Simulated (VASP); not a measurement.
Runs of VASP 6.6.1 on TiSe. It takes space group Pm-3m (No. 221, cubic). Conventional cell: a = 3.403 Å, b = 3.403 Å, c = 3.403 Å, α = 90.00°, β = 90.00°, γ = 90.00°. Ti (site symmetry m-3m) is surrounded by 8 Se at 2.95 Å. Se (site symmetry m-3m) has 8 Ti at 2.95 Å as nearest neighbours. The cell comes from a database or a generator and needn't be the stable form of this composition.

```csv
spin,U,fixed moment (μB),gap on the mesh (eV),pressure (GPa),moment (μB)
"collinear, random start",Ti d U = 4 eV,-,none,-14.3,0.11
"collinear, ferromagnetic start",Ti d U = 8 eV,4,-,9.2,4.00
"collinear, ferromagnetic start",Ti d U = 8 eV,-,none,-10.8,0.00
"collinear, random start",Ti d U = 8 eV,-,none,(a),0.00
"collinear, zero start",Ti d U = 8 eV,-,none,-10.8,0.00
```

Alike in all rows: task single point; level PBEsol+U; potentials or basis VASP PAW PBE potentials, release 64 (Ti_sv, Se); cell as given; k mesh 6 × 6 × 6; cutoff (eV) 520; smearing gaussian 0.05 eV.

Task: Fill in the values left out.

Result: (a) -10.7.

Caveats: the PAW data sets were made with another functional, which shifts forces and pressure a little; the moment is held away from its start (some runs); the total moment is fixed, so each spin has its own Fermi level (some runs).

A k mesh can miss the band edges, and the runs leave out spin-orbit coupling on Se.

A gap of «none» marks a metal or a gap under the smearing width.

Runs at the PBE level aren't shown here.
